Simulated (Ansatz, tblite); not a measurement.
# BaTe with GFN2-xTB from a Python script

These are simulated results from tblite 0.8.0, not measurements. The cell began as a measured structure and was relaxed with r2SCAN in plane waves (Ansatz 0.2.0). All runs are without spin polarisation.

The symmetry is Fm-3m (No. 225, cubic); a = 7.065 Å in the conventional setting, 44.08 Å³ an atom. Ba is surrounded by 6 Te at 3.53 Å; Te is surrounded by 6 Ba at 3.53 Å.

tblite solves periodic systems at the zone centre alone, so the script builds a cluster of 2×2×2 conventional cells (64 atoms), which folds in a coarse mesh of k points.

run.py reads:

```python
import json
from ase import Atoms
from ase.build import make_supercell
from ase.units import Bohr, GPa, Hartree
from tblite.interface import Calculator

atoms = Atoms(['Ba', 'Te'],
              cell=[[0.0, 3.532379, 3.532379], [3.532379, 0.0, 3.532379], [3.532379, 3.532379, 0.0]],
              scaled_positions=[[0.0, 0.0, 0.0], [0.5, 0.5, 0.5]],
              pbc=True)
cluster = make_supercell(atoms, [[-2, 2, 2], [2, -2, 2], [2, 2, -2]])
calc = Calculator('GFN2-xTB', cluster.numbers, cluster.positions / Bohr, lattice=cluster.cell[:] / Bohr, periodic=cluster.pbc)
calc.set('temperature', 0.02 / Hartree)
calc.set('max-iter', 150)
res = calc.singlepoint()
levels = res.get('orbital-energies') * Hartree
nv = round(res.get('orbital-occupations').sum() / 2)
cells = len(cluster) // len(atoms)
out = {'energy_per_cell': res.get('energy') * Hartree / cells, 'homo': levels[nv - 1], 'lumo': levels[nv],
       'stress': (-res.get('virial') * Hartree / cluster.get_volume() / GPa).tolist(), 'charges': res.get('charges')[:len(atoms)].tolist(), 'electrons': 2 * nv / cells}
json.dump(out, open('results.json', 'w'))
for key, value in out.items():
    print(key, value)
```

Command: `python run.py`. It took 5.7 s on 1 thread of Arm Neoverse V2, with other jobs on the host, peak memory 0.14 GiB.

Output:

```
------------------------------------------------------------
  cycle        total energy    energy error   density error
------------------------------------------------------------
      1     -87.78906616649  -8.7890352E+01   4.8058502E-01
      2      169.2400246209   2.5702909E+02   1.1133554E+00
      3     -102.8864345728  -2.7212646E+02   2.5268270E-01
      4     -112.6149381021  -9.7285035E+00   2.1946061E-01
      5     -114.8172231412  -2.2022850E+00   7.3229866E-02
      6     -115.4820955155  -6.6487237E-01   5.7100460E-02
      7     -115.4743770975   7.7184180E-03   5.7176134E-02
      8     -115.3201276357   1.5424946E-01   4.9384059E-02
      9     -115.7959276380  -4.7580000E-01   2.4436972E-02
     10     -115.8566251421  -6.0697504E-02   3.5101921E-03
     11     -115.8554673136   1.1578285E-03   3.9062653E-03
     12     -115.8547888462   6.7846738E-04   4.1168194E-03
     13     -115.8546673026   1.2154359E-04   3.7774783E-03
     14     -115.8553245228  -6.5722014E-04   2.8759070E-03
     15     -115.8565518801  -1.2273574E-03   1.4816455E-03
     16     -115.8568376395  -2.8575933E-04   9.3996148E-04
     17     -115.8570085362  -1.7089675E-04   2.0153417E-04
     18     -115.8570022610   6.2752229E-06   2.8476132E-04
     19     -115.8570125860  -1.0325024E-05   1.5492401E-04
     20     -115.8570147466  -2.1606133E-06   1.1538835E-04
     21     -115.8570161279  -1.3813198E-06   8.0732340E-05
     22     -115.8570163364  -2.0842911E-07   7.4082459E-05
     23     -115.8570163115   2.4916346E-08   7.4949012E-05
     24     -115.8570169141  -6.0265120E-07   5.3099367E-05
     25     -115.8570172908  -3.7671462E-07   3.4540298E-05
     26     -115.8570172788   1.2011981E-08   3.0573428E-05
     27     -115.8570172755   3.3395366E-09   3.0337777E-05
     28     -115.8570172488   2.6634865E-08   3.4103289E-05
     29     -115.8570172447   4.1437573E-09   2.9658957E-05
     30     -115.8570172436   1.0699637E-09   3.0707829E-05
     31     -115.8570172060   3.7642934E-08   3.1496859E-05
     32     -115.8570172784  -7.2458690E-08   2.0611190E-05
     33     -115.8570173129  -3.4422953E-08   1.4004552E-05
------------------------------------------------------------

 total:                                   5.139 sec
energy_per_cell -98.51968817912318
homo -7.868722437842563
lumo -7.868722437796375
stress [[2.170456827270822, 7.013657681132113e-12, -1.1156813815474035e-11], [7.013649233252874e-12, 2.1704568269539677, -2.0835184400036174e-11], [-1.1156780755409441e-11, -2.0835195003394718e-11, 2.170456826987995]]
charges [0.20919578358297403, -0.20921416343692573]
electrons 8.0
```

The cycle table is in hartree for the whole cluster, and the lines after it are in eV (the energy for one cell). The printed stress is in GPa and positive in compression, and the pressure is its mean diagonal.

GFN2-xTB gives no gap at the points read. On the same cell, plane-wave PBE (Ansatz, 6×6×6 k points and the special points) gives a gap of 1.65 eV and r2SCAN a gap of 2.00 eV; on shared hosts these took about 2.1 and 5.1 core-seconds on the 2-atom cell, against 5.7 for the script. Spin-orbit coupling, left out in all these runs, can cut or reorder the gap by tenths of an eV, up to about 1 eV with Pb or Bi. This method closes a gap that PBE finds, a failure in kind.

The same script was run on cells scaled at fixed shape and fractional coordinates:

```json
{"volume (Å³/atom)": "38.79", "energy (meV/atom)": "50.4", "pressure (GPa, positive in compression)": "0.97", "gap (eV)": "0.13"}
{"volume (Å³/atom)": "41.43", "energy (meV/atom)": "38.5", "pressure (GPa, positive in compression)": "0.46", "gap (eV)": "0.00"}
{"volume (Å³/atom)": "44.08", "energy (meV/atom)": "0.0", "pressure (GPa, positive in compression)": "2.17", "gap (eV)": "0.00"}
{"volume (Å³/atom)": "46.72", "energy (meV/atom)": "12.2", "pressure (GPa, positive in compression)": "-1.05", "gap (eV)": "0.00"}
{"volume (Å³/atom)": "49.37", "energy (meV/atom)": "31.9", "pressure (GPa, positive in compression)": "-1.28", "gap (eV)": "0.00"}
```

The pressure crosses zero near 45.9 Å³/atom, but the curve is too rough for a fit.

xTB was fitted mostly to molecules, and a small cluster samples few k points, so gaps, pressures and kinks along a curve can be far from a solid's.

No spin-orbit coupling is included; it can move band edges with weight on the heavy atoms by tenths of an eV.
